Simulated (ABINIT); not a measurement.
SnTe:

```
CELL_PARAMETERS angstrom
0.00000 3.61115 3.61115
3.61115 0.00000 3.61115
3.61115 3.61115 0.00000
ATOMIC_POSITIONS crystal
Te 0.25000 0.25000 0.25000
Sn 0.00000 0.00000 0.00000
```

Measurements of this composition are mostly on another form, of space group No. 225.

```yaml
Program: ABINIT 10.8.3 (patched build)
Task: single point
Functional: PBE
Potentials_or_basis: JTH PAW PBE v2.0
Cutoff: 599 eV
k_mesh: 7 × 7 × 7
Occupations: fermi-dirac, width 0.05 eV
Spin: no spin polarisation
```

On this cell: pressure -0.1 GPa; largest force zero by symmetry; band gap on the k mesh 0.33 eV, indirect (least direct gap 0.83 eV).

The same run follows on a disturbed copy (atoms moved at random, drawn with an rms of 0.05 Å):

```
CELL_PARAMETERS angstrom
0.00000 3.61115 3.61115
3.61115 0.00000 3.61115
3.61115 3.61115 0.00000
ATOMIC_POSITIONS crystal
Te 0.25104 0.25696 0.24113
Sn 0.00788 0.99528 0.99274
```

**Question.** What changes?

**Answer.** The energy moves by +1.3 meV/atom; pressure -0.1 GPa; largest force 0.118 eV/Å; band gap on the k mesh 0.31 eV, indirect (least direct gap 0.83 eV).

Forces in eV/Å, atoms in the order of the input:
```
Te  -0.079  0.078 -0.040
Sn   0.079 -0.078  0.040
```

Stress tensor (GPa, compression positive):
```
-0.06 -0.11  0.19
-0.11 -0.06 -0.22
 0.19 -0.22 -0.06
```

Caveats: spin-orbit coupling is left out, which moves the levels of the heavy elements; an odd mesh through Γ misses points on the zone boundary, where band edges often lie.
